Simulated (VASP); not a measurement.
Here is a VASP 6.6.1 calculation.

File INCAR:

```
SYSTEM = MgI2
ALGO = Fast
EDIFF = 1E-6
ENCUT = 520
GGA = PE
GGA_COMPAT = .False.
ISIF = 2
ISMEAR = 0
IVDW = 12
LASPH = .True.
LCHARG = .False.
LORBIT = 11
LORBMOM = .True.
LREAL = .False.
LSORBIT = .True.
LWAVE = .False.
MAGMOM = 0 0 0 0 0 0 0 0 0
NBANDS = 29
NELM = 150
PREC = Accurate
SIGMA = 0.02
```

KPOINTS

```
k-points
0
Gamma
  6 6 4
  0 0 0
```

The input POSCAR:

```
MgI2
1.0
    4.1278530052      0.0000000000      0.0000000000
   -2.0639265026      3.5748255656      0.0000000000
    0.0000000000      0.0000000000      6.8344896817
Mg I
1 2
Direct
    0.0000000000      0.0000000000      0.0000000000
    0.3333333333      0.6666666667      0.7544480392
    0.6666666667      0.3333333333      0.2455519608
```

Potentials or basis: VASP PAW PBE potentials, release 64 (Mg, I).

Launch:

```bash
$ cat potpaw_PBE.64/Mg/POTCAR potpaw_PBE.64/I/POTCAR > POTCAR
$ mpirun -np 1 vasp_ncl > vasp.out
```

**Question.** What does it give for the dispersion energy per atom?

**Answer.** -0.315 eV.

**Question.** Estimate the pressure.

**Answer.** 0.0 GPa.

**Question.** Predict the largest force.

**Answer.** 0.007 eV/Å.

**Question.** What does it give for the net moment?

**Answer.** 0.00 μB per cell.

Moments on the atoms (μB; x, y, z):
```
Mg  0.00 0.00 0.00
I   0.00 0.00 0.00
I   0.00 0.00 0.00
```
